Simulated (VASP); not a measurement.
# Input and output of a VASP PBE single-point calculation on BP (strained zincblende)

INCAR

```
ISIF = 2
EDIFF = 1E-7
LCHARG = .FALSE.
IBRION = -1
LASPH = .TRUE.
ISMEAR = -1
PREC = Accurate
GGA = PE
NBANDS = 11
NSW = 0
NELM = 120
LWAVE = .FALSE.
SIGMA = 0.02
LREAL = .FALSE.
ENCUT = 520
```

KPOINTS

```
KPOINTS created by Atomic Simulation Environment
0
Gamma
10 10 10
0 0 0
```

KPOINTS_OPT

```
special points
7
Reciprocal
0.0000000000 0.0000000000 0.0000000000 1
-0.5000000000 -0.5000000000 0.0000000000 1
-0.3750000000 -0.3750000000 0.2500000000 1
-0.3750000000 0.0000000000 0.3750000000 1
0.0000000000 0.0000000000 0.5000000000 1
-0.5000000000 -0.2500000000 0.2500000000 1
0.0000000000 0.4270830000 0.4270830000 1
```

POSCAR

```
B  P
 1.0000000000000000
     0.0000000000000000    2.2002661989000001    2.2002661989000001
     2.2002661989000001    0.0000000000000000    2.2002661989000001
     2.2002661989000001    2.2002661989000001    0.0000000000000000
 B   P
   1   1
Cartesian
  0.0000000000000000  0.0000000000000000  0.0000000000000000
  1.1001330994499998  1.1001330994499998  1.1001330994499998
```

VASP ran with the recommended PBE PAW datasets (8 valence electrons in the cell).

Command

```
mpirun -np 1 vasp_std
```

From OUTCAR

```
k-points           NKPTS =     47   k-points in BZ     NKDIM =     47   number of bands    NBANDS=     11

   NELECT =       8.0000    total number of electrons

   dimension x,y,z NGX =    24 NGY =   24 NGZ =   24
   dimension x,y,z NGXF=    48 NGYF=   48 NGZF=   48

  energy-cutoff  :      520.00
  volume of cell :       21.30
      direct lattice vectors                 reciprocal lattice vectors
     0.000000000  2.200266199  2.200266199    -0.227245231  0.227245231  0.227245231
     2.200266199  0.000000000  2.200266199     0.227245231 -0.227245231  0.227245231
     2.200266199  2.200266199  0.000000000     0.227245231  0.227245231 -0.227245231

 k-points in reciprocal lattice and weights: KPOINTS created by Atomic Simulation Env
   0.00000000  0.00000000  0.00000000       0.001
   0.10000000  0.00000000  0.00000000       0.008
   0.20000000  0.00000000  0.00000000       0.008
   0.30000000  0.00000000  0.00000000       0.008
   0.40000000  0.00000000  0.00000000       0.008
   0.50000000  0.00000000  0.00000000       0.004
   0.10000000  0.10000000  0.00000000       0.006
   0.20000000  0.10000000  0.00000000       0.024
   ...

 E-fermi :   8.9698

 k-point     1 :       0.0000    0.0000    0.0000
  band No.  band energies     occupation
      1      -7.7481      2.00000
      2       8.5584      2.00000
      3       8.5584      2.00000
      4       8.5584      2.00000
      5      12.1139      0.00000
      6      12.1139      0.00000
      7      12.1139      0.00000
      8      17.3750      0.00000
      9      20.7374      0.00000
     10      20.9625      0.00000
     11      20.9625      0.00000

 k-point     2 :       0.1000    0.0000    0.0000
  band No.  band energies     occupation
      1      -7.5540      2.00000
      2       7.1877      2.00000
      3       8.2404      2.00000
      4       8.2404      2.00000
      5      12.5552      0.00000
      6      12.5552      0.00000
      7      12.6381      0.00000
      8      17.7918      0.00000
      9      20.2159      0.00000
     10      20.2159      0.00000
     11      21.3612      0.00000

 k-point     3 :       0.2000    0.0000    0.0000
  band No.  band energies     occupation
      1      -6.9776      2.00000
      2       4.7063      2.00000
      3       7.6439      2.00000
      4       7.6439      2.00000
      5      12.9930      0.00000
      6      13.3074      0.00000
      7      13.3074      0.00000
      8      18.6596      0.00000
      9      19.5794      0.00000
     10      19.5794      0.00000
     11      22.2680      0.00000

 k-point     4 :       0.3000    0.0000    0.0000
  band No.  band energies     occupation
      1      -6.0458      2.00000
      2       2.1849      2.00000
      3       7.1271      2.00000
      4       7.1271      2.00000
      5      13.0010      0.00000
      6      13.5822      0.00000
      7      13.5822      0.00000
      8      19.1543      0.00000
      9      20.2647      0.00000
     10      20.2647      0.00000
     11      22.6999      0.00000

 k-point     5 :       0.4000    0.0000    0.0000
  band No.  band energies     occupation
      1      -4.8622      2.00000
      2      -0.0095      2.00000
      3       6.8019      2.00000
      4       6.8019      2.00000
      5      12.9359      0.00000
      6      13.4351      0.00000
      7      13.4351      0.00000
      8      19.0933      0.00000
      9      22.1472      0.00000
     10      22.1472      0.00000
     11      23.6803      0.00000

 k-point     6 :       0.5000    0.0000    0.0000
  band No.  band energies     occupation
      1      -4.0586      2.00000
      2      -1.1574      2.00000
      3       6.6926      2.00000
      4       6.6926      2.00000
      5      12.9063      0.00000
      6      13.3304      0.00000
      7      13.3304      0.00000
      8      19.0022      0.00000
      9      23.8019      0.00000
     10      23.8019      0.00000
     11      24.3399      0.00000

 k-point     7 :       0.1000    0.1000    0.0000
  band No.  band energies     occupation
      1      -7.4891      2.00000
      2       7.6335      2.00000
      3       7.6335      2.00000
      4       7.8065      2.00000
      5      11.6338      0.00000
      6      13.3272      0.00000
      7      13.3272      0.00000
      8      17.3661      0.00000
      9      19.5737      0.00000
     10      21.2407      0.00000
     11      21.5973      0.00000

 k-point     8 :       0.2000    0.1000    0.0000
  band No.  band energies     occupation
      1      -7.0397      2.00000
      2       5.5810      2.00000
      3       6.9551      2.00000
      4       7.5313      2.00000
      5      11.8032      0.00000
      6      14.0727      0.00000
      7      14.2928      0.00000
      8      16.6585      0.00000
      9      20.0350      0.00000
     10      21.0449      0.00000
     11      22.6960      0.00000

 k-point     9 :       0.3000    0.1000    0.0000
  band No.  band energies     occupation
      1      -6.2234      2.00000
      2       3.0996      2.00000
      3       6.4652      2.00000
      4       6.9156      2.00000
      5      12.3136      0.00000
      6      14.2758      0.00000
      7      14.7215      0.00000
      8      16.6850      0.00000
      9      20.9208      0.00000
     10      21.4198      0.00000
     11      23.2113      0.00000

 k-point    10 :       0.4000    0.1000    0.0000
  band No.  band energies     occupation
      1      -5.1039      2.00000
      2       0.7927      2.00000
      3       6.2435      2.00000
      4       6.3010      2.00000
      5      12.4503      0.00000
      6      14.2119      0.00000
      7      14.4840      0.00000
      8      17.9346      0.00000
      9      21.2125      0.00000
     10      22.9592      0.00000
     11      24.0724      0.00000

 k-point    11 :       0.5000    0.1000    0.0000
  band No.  band energies     occupation
      1      -4.0192      2.00000
      2      -0.8516      2.00000
      3       5.8438      2.00000
      4       6.3014      2.00000
      5      12.5410      0.00000
      6      14.0869      0.00000
      7      14.1366      0.00000
      8      19.2352      0.00000
      9      21.7792      0.00000
     10      23.7959      0.00000
     11      24.7779      0.00000

 k-point    12 :      -0.4000    0.1000    0.0000
  band No.  band energies     occupation
      1      -4.3187      2.00000
      2      -0.4375      2.00000
      3       5.6136      2.00000
      4       6.6171      2.00000
      5      12.8220      0.00000
      6      13.8296      0.00000
      7      14.1537      0.00000
      8      19.4232      0.00000
      9      21.5812      0.00000
     10      22.4497      0.00000
     11      24.8019      0.00000

 k-point    13 :      -0.3000    0.1000    0.0000
  band No.  band energies     occupation
      1      -5.5034      2.00000
      2       1.5276      2.00000
      3       5.6524      2.00000
      4       7.1413      2.00000
      5      13.2029      0.00000
      6      13.6717      0.00000
      7      14.2768      0.00000
      8      18.6959      0.00000
      9      19.4447      0.00000
     10      22.1970      0.00000
     11      24.2499      0.00000

 k-point    14 :      -0.2000    0.1000    0.0000
  band No.  band energies     occupation
      1      -6.5350      2.00000
      2       3.9283      2.00000
      3       5.9858      2.00000
      4       7.7773      2.00000
      5      13.2658      0.00000
      6      13.3806      0.00000
      7      14.2495      0.00000
      8      17.8885      0.00000
      9      18.4622      0.00000
     10      21.8284      0.00000
     11      23.2739      0.00000

 k-point    15 :      -0.1000    0.1000    0.0000
  band No.  band energies     occupation
      1      -7.2321      2.00000
      2       6.2070      2.00000
      3       6.7572      2.00000
      4       8.2900      2.00000
      5      12.6141      0.00000
      6      13.0381      0.00000
      7      13.6415      0.00000
      8      17.8640      0.00000
      9      18.9107      0.00000
     10      20.8828      0.00000
     11      22.2677      0.00000

 k-point    16 :       0.2000    0.2000    0.0000
  band No.  band energies     occupation
      1      -6.7189      2.00000
      2       5.9765      2.00000
      3       6.2125      2.00000
      4       6.2125      2.00000
      5      10.7451      0.00000
      6      14.8437      0.00000
      7      15.5806      0.00000
      8      15.5806      0.00000
      9      20.8794      0.00000
     10      22.0631      0.00000
     11      23.7518      0.00000

 ...

  Total        2.5319116      2.5319116      2.5319116      0.0000000      0.0000000     -0.0000000
  in kB      190.4160029    190.4160029    190.4160029      0.0000000      0.0000000     -0.0000000
  external PRESSURE =     190.4160029 kB  Pullay stress =       0.0000000 kB

 POSITION                                       TOTAL-FORCE (eV/Angst)
 -----------------------------------------------------------------------------------
      0.00000      0.00000      0.00000        -0.000000     -0.000000     -0.000000
      1.10013      1.10013      1.10013         0.000000      0.000000      0.000000
 -----------------------------------------------------------------------------------
    total drift:                                0.000000      0.000000      0.000000

  FREE ENERGIE OF THE ION-ELECTRON SYSTEM (eV)
  ---------------------------------------------------
  free  energy   TOTEN  =       -12.8095732528 eV

  energy  without entropy=      -12.8095732528  energy(sigma->0) =      -12.80957325
```

The gap between bands v and c is 1.09 eV and the least direct gap is 3.56 eV. The pressure is 19.0 GPa.

Band v is the last that the valence electrons fill when counted band by band, and c is the next.

The run took about 8.6 s on one core of a shared host (Intel Xeon Platinum 8488C) and held 0.13 GiB at most.
